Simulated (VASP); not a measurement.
The system is CO2.

```xyz
6
Lattice="-1.9961 1.9961 3.0278 1.9961 -1.9961 3.0278 1.9961 1.9961 -3.0278" Properties=species:S:1:pos:R:3 pbc="T T T"
C     0.0000    3.9923    0.0000
C     0.0000    1.9961    1.5139
O     0.6708    0.9981    0.7569
O    -0.9981    1.3254    2.2708
O     1.3254    0.9981    3.7847
O     2.9942    0.6708   -0.7569
```

The cell isn't the ideal one: a relaxed cell with its volume scaled by 1.06.

```yaml
Program: VASP 6.6.1
Task: relaxation of shape and atoms at fixed volume
Functional: r2SCAN
Potentials_or_basis: VASP PAW PBE potentials, release 64 (C, O)
Cutoff: 600 eV
k_mesh: 12 × 12 × 12
Occupations: gaussian, width 0.03 eV
Spin: no spin polarisation
```

At the start: pressure -14.7 GPa; volume 8.04 Å³/atom.

Where does the relaxation end?

Over 5 steps the energy falls by 9.9 meV/atom; space group I-42d (No. 122, to 0.05 Å).

Step by step:
```
step  energy change (eV)  largest force (eV/Å)  pressure (GPa)
   1              0.0000                0.7826          -14.66
   2             -0.0529                0.0708           -8.14
   3             -0.0535                0.0123           -8.80
   4             -0.0569                0.0065           -8.54
   5             -0.0595                0.0050           -8.06
```

Final structure:
```
C O
1.0
    -2.00758    2.00758    2.99340
     2.00758   -2.00758    2.99340
     2.00758    2.00758   -2.99340
C O
2 4
Cartesian
  0.0000 0.0000 0.0000
  0.0000 2.0076 1.4967
  0.6349 1.0038 0.7484
  -1.0038 1.3727 2.2451
  1.3727 1.0038 3.7418
  3.0114 0.6349 -0.7484
```

Caveat: the PAW data sets were made with another functional, which shifts forces and pressure a little.
